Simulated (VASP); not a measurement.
Here is a VASP 6.6.1 calculation.

The input INCAR:

```
SYSTEM = C
PREC     = Accurate       ! precision mode
ENCUT    = 520            ! plane-wave cutoff, eV
EDIFF    = 1E-7           ! SCF threshold, eV
ISMEAR   = 0              ! smearing method
SIGMA    = 0.05           ! smearing width, eV
LREAL    = .False.        ! projectors in reciprocal space
LASPH    = .True.         ! aspherical terms in the spheres
NELM     = 80             ! most SCF steps
ALGO     = Normal         ! electronic algorithm
ISIF     = 2              ! what is computed and relaxed
LWAVE    = .False.        ! write WAVECAR
LCHARG   = .False.        ! write CHGCAR
GGA      = PS             ! functional
NBANDS   = 11             ! bands
```

File KPOINTS:

```
regular mesh
0
Gamma
  15 15 15
  0 0 0
```

Contents of POSCAR:

```
C
1.0
    1.2280263465      0.7090013417      3.3470108394
   -1.2280263465      0.7090013417      3.3470108394
    0.0000000000     -1.4180026834      3.3470108394
C
2
Direct
    0.1640000000      0.1640000000      0.1640000000
    0.8360000000      0.8360000000      0.8360000000
```

Potentials or basis: VASP PAW PBE potentials, release 64 (C).

Run with:

```sh
$ cat potpaw_PBE.64/C/POTCAR > POTCAR
$ mpirun -np 1 vasp_std > vasp.out
```

(1) Estimate the band gap on the k mesh.

(2) What does it give for the largest force?

## Answers

(1) 0.77 eV, direct.

(2) 0.863 eV/Å.

Caveat: the PAW data sets were made with another functional, which shifts forces and pressure a little; an odd mesh through Γ misses points on the zone boundary, where band edges often lie.
